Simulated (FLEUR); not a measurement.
MgS (Niningerite) under changes of volume

One of the cells (17.609 Å³/atom); the others are scaled copies at fixed shape and fractional positions:

```xyz
2
Lattice="0.0000 2.6016 2.6016 2.6016 0.0000 2.6016 2.6016 2.6016 0.0000" Properties=species:S:1:pos:R:3 pbc="T T T"
S     2.6016    2.6016    2.6016
Mg    0.0000    0.0000    0.0000
```

| Item | Value |
| --- | --- |
| Program | FLEUR MaX-R8.1 (later development tree) |
| Functional | SCAN |
| Potentials or basis | all-electron |
| Basis | FLAPW |
| Kmax | 4.43 1/bohr |
| k mesh | 9 × 9 × 9 |
| Occupations | fermi-dirac, width 0.05 eV |
| Spin | no spin polarisation |

```tsv
volume (Å³/atom)	energy over the lowest point (meV/atom)	gap on the mesh (eV)
16.553	15.31	3.73
16.905	?	?
17.609	0.00	3.62
18.314	8.43	3.55
18.666	17.07	3.51
```

Problem. What does the run at 16.905 Å³/atom give?

Solution. Energy over the lowest point 6.21 meV/atom; gap on the mesh 3.69 eV.

Worked out: A Birch-Murnaghan fit of order 2 (a polynomial in V^(-2/3)) to the other rows has its minimum at 17.53 Å³/atom with B0 = V·E''(V) = 83 GPa. It gives 5.99 meV/atom at 16.905 Å³/atom, against the run's 6.21. A straight line through the other rows of the gap, of slope -1.82 eV per unit of ln V, gives 3.69 eV, against the run's 3.69.

Energies are extrapolated to zero smearing.

Caveats: the meta-GGA is that of a development version, with a GGA for the radial functions and cores and without core tails; an odd mesh through Γ misses points on the zone boundary, where band edges often lie.
